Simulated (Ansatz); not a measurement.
## Calculated with Ansatz: Au, vacancy hop by nudged elastic band

Launch command:

```bash
ansatz run input.yaml --threads 4 --pin off --max-ram 8192MiB --backend cpu --events-out ev --progress --plain --runs-dir out
```

Input:

```yaml
crystal:
  lattice:
    - [0.0, 4.08073974, 4.08073974]
    - [4.08073974, 0.0, 4.08073974]
    - [4.08073974, 4.08073974, 0.0]
  atoms:
    - { symbol: Au, position: [0.00194531, -0.00143471, -0.00715839] }
    - { symbol: Au, position: [-0.00836721, 0.50527839, 0.00392344] }
    - { symbol: Au, position: [-0.00321543, 0.50066063, 0.5037787] }
    - { symbol: Au, position: [0.49633983, 0.00503406, 0.00621883] }
    - { symbol: Au, position: [0.50060166, -0.00296483, 0.50451359] }
    - { symbol: Au, position: [0.50753528, 0.48783749, 0.00587814] }
    - { symbol: Au, position: [0.49943254, 0.49175718, 0.50463889] }
kpoints:
  mp_grid: { grid: [3, 3, 3] }
magnetization:
  spin_polarized: false
scf:
  occupations: { method: fermi_dirac, width: 0.1 }
hamiltonian:
  pseudopotentials: { kind: paw }
  xc: pbe
basis:
  ecutwfc: 420
neb:
  images: 5
  relax_end_points: true
  climbing: true
  f_tol: 0.1
  max_iterations: 40
  order_check: false
  final_atoms:
    - { symbol: Au, position: [0.00194531, -0.00143471, -0.00715839] }
    - { symbol: Au, position: [-0.00836721, 0.50527839, 0.00392344] }
    - { symbol: Au, position: [-0.00321543, 0.50066063, 0.5037787] }
    - { symbol: Au, position: [0.00191631, 0.0025795, 0.4932463] }
    - { symbol: Au, position: [0.50060166, -0.00296483, 0.50451359] }
    - { symbol: Au, position: [0.50753528, 0.48783749, 0.00587814] }
    - { symbol: Au, position: [0.49943254, 0.49175718, 0.50463889] }
```

Origin of the cell: a database entry, scaled a little.

The cell is 2×2×2 cells of Au with one Au taken out; atom 4 (Au) hops into the empty site, 2.83 Å away before the end points are relaxed. All atoms were shaken by about 0.02 Å first.

Output (shortened):

```
Warning: neb: disabling space-group detection — the band's intermediate images generally break the endpoint symmetry, so no spatial operation reduces the k-mesh or symmetrises the density, ex […]
Pseudopotentials: kind: paw
Pseudopotential: Au, paw, valence charge 19, recommended cutoff 420 eV (normal), Au.paw.azcp
Functional definition: PBE
  exchange = pbe_x(kappa = kappa, mu = beta*pi^2/3)
  correlation = pbe_c(beta = beta)
parallel-image band execution: 4 concurrent image workers
NEB image 0
Crystal: 7 atoms, lattice volume = 135.909 Å³
Basis set: ecut = 420 eV, 2685 PW (Γ), exchange–correlation on 80×80×80 points (8 copies of the dense FFT grid, shifted against one another)
Bands: 80, of which v1, the nominal top of the filled ones, is band 67 counted from 1 (66 counted from 0)
Symmetry: 1 space group operations
[… 3 lines left out …]
Initial density: superposition of atomic densities (neutral atoms: chi_scale 0, normalization atom), corrected by the library's trained network
Functional: x = pbe(κ = 0.804, μ = 0.219515), c = pbe(β = 0.066725)
SCF iter   1: F=—  HF=-92044.589868 eV  Δρ=3.13e-3  dr2=1.11e-2  defer=33
SCF iter   2: F=—  HF=-92044.592610 eV  Δρ=1.29e-3  dr2=1.88e-3  defer=43
SCF iter   3: F=—  HF=-92044.592205 eV  Δρ=4.62e-4  dr2=4.07e-4  defer=43
SCF iter   4: F=—  HF=-92044.592126 eV  Δρ=1.51e-4  dr2=4.89e-5  defer=43
SCF iter   5: F=—  HF=-92044.592125 eV  Δρ=2.50e-5  dr2=1.55e-6  defer=43
SCF iter   6: F=-92044.592125 eV  HF=-92044.592125 eV  Δρ=6.52e-6  dr2=7.39e-8
NEB iter   1: max|band force component| = 1.915e0 eV/Å  barrier→ = 1.6322 eV  barrier← = 1.6322 eV  Δτ_max = 0.1982 Å  (55 SCF iters)
NEB iter   2: max|band force component| = 4.521e-1 eV/Å  barrier→ = 0.8252 eV  barrier← = 0.8252 eV  CI = image 3  Δτ_max = 0.0653 Å  (40 SCF iters)
NEB iter   3: max|band force component| = 1.257e-1 eV/Å  barrier→ = 0.7543 eV  barrier← = 0.7543 eV  CI = image 3  Δτ_max = 0.0336 Å  (35 SCF iters)
NEB iter   4: max|band force component| = 5.039e-2 eV/Å  barrier→ = 0.7405 eV  barrier← = 0.7405 eV  CI = image 3  Δτ_max = 0.0000 Å  (30 SCF iters)
--- NEB band (7 images, 4 band iterations, 160 SCF iterations, 40 more in tests of the images' electronic states and relaxations of end points) ---
  forward barrier  = 0.740477 eV
  backward barrier = 0.740478 eV
  lagrangian_above_aufbau_ev (what the smearing adds, to first order; not taken off the barriers): saddle image -0.080261 eV, end points -0.120882 and -0.120885 eV
  climbing image's point = of an order that was not read
  energies are F+E_penalty+E_count in eV, relative to image 0
  image     s (Å)  Δ vs image 0  max|band force component| (eV/Å)
      0    0.0000      0.000000                                 —
      1    0.4848      0.180617                          2.028e-2
      2    0.9696      0.554662                          3.027e-2
  *   3    1.4545      0.740477                          5.039e-2
      4    1.9395      0.554521                          3.030e-2
      5    2.4245      0.180344                          2.032e-2
      6    2.9095     -0.000001                                 —
```

The converged band:

```csv
image,path over all atoms (Å),ΔF (eV),Au x,y,z (Å)
0,0.00,0.000,0.01,2.05,2.03
1,0.48,0.181,0.31,2.05,1.72
2,0.97,0.555,0.66,2.05,1.37
3,1.45,0.740,1.02,2.05,1.01
4,1.94,0.555,1.38,2.05,0.65
5,2.42,0.180,1.73,2.05,0.30
6,2.91,0.000,2.04,2.05,-0.01
```

Relaxed start, forces in eV/Å:

```xyz
7
Lattice="0.000 4.081 4.081 4.081 0.000 4.081 4.081 4.081 0.000" Properties=species:S:1:pos:R:3:forces:R:3 pbc="T T T" image=0
Au    0.004    0.009   -0.011    0.001    0.000    0.000
Au    2.045    0.009    2.029   -0.001    0.001    0.000
Au    4.085    2.050    2.029    0.000    0.001   -0.001
Au    0.005    2.050    2.029   -0.001    0.001    0.000
Au    2.045    4.091    2.029    0.000   -0.001    0.000
Au    2.045    2.050    4.069    0.001   -0.002    0.000
Au    4.086    4.090    4.069    0.000    0.000    0.000
```

Highest image (3), forces in eV/Å:

```xyz
7
Lattice="0.000 4.081 4.081 4.081 0.000 4.081 4.081 4.081 0.000" Properties=species:S:1:pos:R:3:forces:R:3 pbc="T T T" image=3
Au   -0.047   -0.218   -0.058   -0.011   -0.036   -0.011
Au    2.088   -0.218    2.077    0.011   -0.037    0.011
Au    4.021    2.048    2.090    0.050    0.000   -0.050
Au    1.021    2.048    1.010    0.000    0.000    0.000
Au    2.088    4.313    2.077    0.011    0.037    0.011
Au    2.100    2.048    4.010   -0.050    0.000    0.050
Au    4.033    4.313    4.023   -0.012    0.036   -0.011
```

Relaxed end, forces in eV/Å:

```xyz
7
Lattice="0.000 4.081 4.081 4.081 0.000 4.081 4.081 4.081 0.000" Properties=species:S:1:pos:R:3:forces:R:3 pbc="T T T" image=6
Au   -0.004    0.005   -0.009    0.000    0.000    0.000
Au    2.036    0.005    2.031    0.000    0.000    0.000
Au    4.076    2.045    2.031    0.000    0.000    0.000
Au    2.036    2.045   -0.009    0.000    0.000    0.000
Au    2.036    4.086    2.031    0.000    0.000    0.000
Au    2.036    2.045    4.071    0.000    0.000    0.000
Au    4.076    4.086    4.071    0.000    0.000    0.000
```

Barrier of this path: 0.74 eV forwards, 0.74 eV backwards, after 4 band iterations.

Caveats: no moments, though an odd count or open d shells may carry them; no spin-orbit coupling, though heavy elements are present; the k mesh is coarse if the cell is a metal; a small cell with a neutral vacancy and no spin, whose shape can make like sites unlike; the cell is held at a rescaled volume, and strain moves barriers; the hop was drawn among near neighbours and need not be the easiest path; few images and a loose tolerance, and neither the top nor the ends were tested for their order.

The run took 2.5 min on 4 threads of Arm Neoverse V1, with other jobs on the host, peak memory 1.1 GiB, from the program's own first density.
